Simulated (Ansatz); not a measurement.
TiTe2:

```
CELL_PARAMETERS angstrom
3.77700 0.00000 0.00000
-1.88850 3.27098 0.00000
0.00000 0.00000 6.49800
ATOMIC_POSITIONS crystal
Te 0.33333 0.66667 0.73720
Te 0.66667 0.33333 0.26280
Ti 0.00000 0.00000 0.00000
```

| Quantity | Value |
| --- | --- |
| Program | Ansatz 0.2.0 |
| Task | relaxation of cell and atoms |
| Functional | PBEsol |
| Potentials or basis | Ansatz PAW |
| Cutoff | 420 eV (not typed: the program's choice for these potentials) |
| k mesh | 8 × 8 × 4 |
| Occupations | fermi-dirac, width 0.05 eV |
| Spin | no spin polarisation |

At the start: volume 26.76 Å³/atom.

Problem. How do energy, volume and symmetry change on relaxing?

Solution. It ends after 6 steps and the volume is 25.40 Å³/atom (-5.1 %); space group P-3m1 (No. 164, to 0.05 Å).

The path:
| step | energy change (eV) | largest force (eV/Å) | volume (Å³) |
| --- | --- | --- | --- |
| 1 | 0.0000 | 0.1278 | 80.28 |
| 2 | -0.0035 | 0.0997 | 72.66 |
| 3 | -0.0243 | 0.1453 | 76.88 |
| 4 | -0.0275 | 0.0007 | 76.37 |
| 5 | -0.0276 | 0.0040 | 76.20 |
| 6 | -0.0269 | 0.0039 | 76.20 |

Final structure:
```yaml
crystal:
  lattice:
    - [3.70582, 0.00000, 0.00000]
    - [-1.85291, 3.20933, 0.00000]
    - [0.00000, 0.00000, 6.40669]
  atoms:
    - { symbol: Te, position: [0.33333, 0.66667, 0.73215] }
    - { symbol: Te, position: [0.66667, 0.33333, 0.26785] }
    - { symbol: Ti, position: [0.00000, 0.00000, 0.00000] }
```

Caveat: the plane-wave basis is chosen anew once the cell has moved, so the energies of steps on either side of that aren't comparable; this functional lacks dispersion, which binds the layers, so the pressure and a relaxed spacing across them are unreliable; the PAW data sets come from PBE, with cores solved anew for the run's functional, which leaves a small shift of forces and pressure.
